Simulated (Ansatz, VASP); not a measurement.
# Two plane-wave programs on Li

INCAR

```
SYSTEM = Li
PREC = Accurate
ENCUT = 600
EDIFF = 1E-6
ISMEAR = 0
SIGMA = 0.1
LREAL = .False.
LASPH = .True.
NELM = 80
ALGO = Normal
ISIF = 3
LWAVE = .False.
LCHARG = .False.
GGA = PE
IVDW = 12
IBRION = 2
NSW = 100
EDIFFG = -0.005
```

Contents of KPOINTS:

```
regular mesh
0
Gamma
  18 18 18
  0 0 0
```

The input POSCAR:

```
Li
1.0
   -1.6627443005      1.6627443005      1.6627443005
    1.6627443005     -1.6627443005      1.6627443005
    1.6627443005      1.6627443005     -1.6627443005
Li
1
Direct
    0.0000000000      0.0000000000      0.0000000000
```

Input for Ansatz:

```yaml
crystal:
  lattice:
    - [-1.6627443005, 1.6627443005, 1.6627443005]
    - [1.6627443005, -1.6627443005, 1.6627443005]
    - [1.6627443005, 1.6627443005, -1.6627443005]
  atoms:
    - { symbol: Li, position: [0.0, 0.0, 0.0] }
basis:
  ecutwfc: 420
kpoints:
  mp_grid: { grid: [18, 18, 18] }
hamiltonian:
  xc: pbe
  dispersion: d3bj
scf:
  occupations: { method: gaussian, width: 0.1 }
output:
  forces: true
  stress: true
  eigenvalues: true
  write_density: true
  write_potential: true
  elf: true
  volumetric_format: npy
relax:
  adjacent_minimum: "off"
  f_tol: 0.005
  max_steps: 80
  cell: { stress_tol: 0.05 }
```

Alike in both runs: task relaxation of cell and atoms; functional PBE; dispersion D3(BJ); k mesh 18 × 18 × 18; occupations gaussian, width 0.1 eV; no spin polarisation.

|  | VASP | Ansatz |
| --- | --- | --- |
| version | VASP 6.6.1 | Ansatz 0.2.0 |
| potentials or method | VASP PAW PBE potentials, release 64 (Li_sv) | scalar-relativistic, plane waves, PAW |
| plane-wave cutoff (eV) | 600 | 420 |
| valence electrons in the cell | 3 | 3 |

|  | VASP | Ansatz | Ansatz less VASP |
| --- | --- | --- | --- |
| gap on the k mesh at the Fermi level, each at its own relaxed structure (eV) | none | none | - |
| relaxed volume (Å³/atom) | 18.20 | 18.36 | +0.160 |
| relaxed cell length with the largest relative difference (Å) | 2.870 | 2.878 | +0.0084 |

A gap of «none» marks a metal or a gap that the smearing closes.

Caveats: the cutoff is under 1.25 times the usual one of these potentials, so pressure, stress and relaxed cells hold a basis-set (Pulay) error (VASP); pairwise dispersion overbinds metals, which lowers pressure and volume.
